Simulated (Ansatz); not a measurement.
## CuO in Ansatz: the effect of target pressure

CuO:

```xyz
8
Lattice="-2.3418 1.7113 0.0000 0.8500 0.0000 -5.0579 -2.3418 -5.1339 0.0000" Properties=species:S:1:pos:R:3 pbc="T T T"
Cu   -1.1500   -0.8247   -0.0030
Cu   -3.4919   -2.5360   -0.0030
Cu   -3.0669   -0.8247   -2.5320
Cu   -3.0669   -4.2473   -2.5320
O    -1.6834   -0.2483   -3.7964
O    -1.6834   -3.6709   -3.7964
O    -2.1084    0.3103   -1.2675
O    -2.2756   -3.3602   -1.2432
```

The cell isn't the ideal one: atom 8 moved 0.30 Å.

Alike in all runs:

| Quantity | Value |
| --- | --- |
| Program | Ansatz 0.2.0 |
| Task | relaxation of cell and atoms |
| Functional | PBEsol |
| Potentials or basis | Ansatz PAW |
| Cutoff | 420 eV (not typed: the program's choice for these potentials) |
| k mesh | 9 × 5 × 5 |
| Occupations | fermi-dirac, width 0.05 eV |
| Spin | no spin polarisation |

Each run relaxes the cell or the atoms first.

**Question.** One run gave: relaxed volume 8.79 Å³/atom. Which target pressure did it use?
A. 5 GPa
B. 2 GPa
C. 20 GPa
D. 30 GPa
E. 0 GPa

**Answer.** C.

```csv
target pressure,relaxed volume (Å³/atom)
0 GPa,10.67
2 GPa,10.53
5 GPa,10.35
10 GPa,9.59
20 GPa,8.79
30 GPa,8.28
```

Caveats: the plane-wave basis is chosen anew once the cell has moved, so the energies of steps on either side of that aren't comparable; the run has no spin polarisation, though such a crystal can be magnetic; the PAW data sets come from PBE, with cores solved anew for the run's functional, which leaves a small shift of forces and pressure; the volume moved by over 15 % at a fixed basis, so the end points are rough (some runs).

Runs at the PBE level aren't shown here.
